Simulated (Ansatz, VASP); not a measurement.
One calculation of SrO, two programs

```xyz
2
Lattice="0.0000 2.6340 2.4413 2.6340 0.0000 2.4413 2.6340 2.6340 0.0000" Properties=species:S:1:pos:R:3 pbc="T T T"
Sr    0.0000    0.0000    0.0000
O     2.6340    2.6340    2.4413
```

Change from the starting cell: strain +0.025 along x and y, -0.050 along z, atoms carried along.

Alike in both runs: task single point; functional LDA; k mesh 8 × 8 × 8; occupations gaussian, width 0.05 eV; no spin polarisation.

|  | VASP | Ansatz |
| --- | --- | --- |
| version | VASP 6.6.1 | Ansatz 0.2.0 |
| potentials or method | VASP PAW LDA potentials, release 64 (Sr_sv, O) | scalar-relativistic, plane waves, PAW |
| plane-wave cutoff (eV) | 520 | 420 |
| valence electrons in the cell | 16 | 16 |

Ansatz gave:

| Quantity | Value |
| --- | --- |
| gap on the k mesh at the Fermi level (eV) | 2.75 |
| least direct gap on the mesh (eV) | 3.01 |
| pressure (GPa) | -2.7 |
| largest component of the traceless stress (GPa) | 7.32 |

Problem. Estimate VASP's values.

Solution. gap on the k mesh at the Fermi level (eV): 2.68; least direct gap on the mesh (eV): 2.96; pressure (GPa): -2.0; largest component of the traceless stress (GPa): 7.83.

A k mesh can miss the band edges.
